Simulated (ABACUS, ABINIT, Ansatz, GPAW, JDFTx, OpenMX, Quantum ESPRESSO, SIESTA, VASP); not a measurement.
**BN: programs and potentials compared**

```
N B
1.0
     0.00000    1.81300    1.81300
     1.81300    0.00000    1.81300
     1.81300    1.81300    0.00000
N B
1 1
Direct
  0.25000 0.25000 0.25000
  0.00000 0.00000 0.00000
```

The cell is a database's computed one, not the measured one.

Alike in all runs: task single point; functional PBE; k mesh 13 × 13 × 13; occupations fermi-dirac, width 0.05 eV; no spin polarisation; no spin-orbit coupling. Pressure is positive in compression and, in plane waves, holds the error of the finite cutoff, which Ansatz's Pulay term estimates and takes out.

```tsv
program and potentials	plane-wave cutoff (eV)	notes	pressure (GPa)
SIESTA, files PseudoDojo sr-pbe-0.4.1-standard, DZP (energy shift 0.003 Ry)	-	atomic basis	2.60
Ansatz, all-electron LAPW, scalar-relativistic	-	-	-0.41
Quantum ESPRESSO, SSSP 1.3 efficiency PBE	816	-	-1.76
ABACUS, PseudoDojo NC SR 0.4.1 PBE standard, plane waves	1143	-	-0.80
Ansatz, Ansatz PAW (earlier soft set)	420	Pulay term of +0.61 GPa included	-0.59
JDFTx, PseudoDojo-SR-PBE-0.5-standard with smoothed tails	1143	-	-0.75
VASP, PBE PAW files B, N, 520 eV	520	-	-0.17
SIESTA, files PseudoDojo sr-pbe-0.4.1-standard, DZP (energy shift 0.002 Ry)	-	atomic basis	3.38
OpenMX, OpenMX 2013 PBE set, N6.0-s2p2d1, B7.0-s2p2d1, grid cutoff 400 Ry	-	atomic basis	0.89
GPAW, GPAW PAW data sets (gpaw-data 1.2.1)	800	-	-1.60
ABINIT, JTH PAW PBE v2.0	707	-	-0.44
JDFTx, PseudoDojo-SR-PBE-0.5-standard	1143	-	-0.80
```

The pressure spans -1.76 (Quantum ESPRESSO, SSSP 1.3 efficiency PBE) to 3.38 GPa (SIESTA, files PseudoDojo sr-pbe-0.4.1-standard, DZP (energy shift 0.002 Ry)), with all-electron results at -0.41. The pressure on the cell as given of SIESTA, files PseudoDojo sr-pbe-0.4.1-standard, DZP (energy shift 0.003 Ry); SIESTA, files PseudoDojo sr-pbe-0.4.1-standard, DZP (energy shift 0.002 Ry) lies far from the others; the cause wasn't traced. Rows in atomic bases carry the error of their basis and grid, which can be large.

Differences between rows come from potentials, basis sets and numerical settings, since the functional is the same but for its coding. Runs on potential files found faulty are left out.
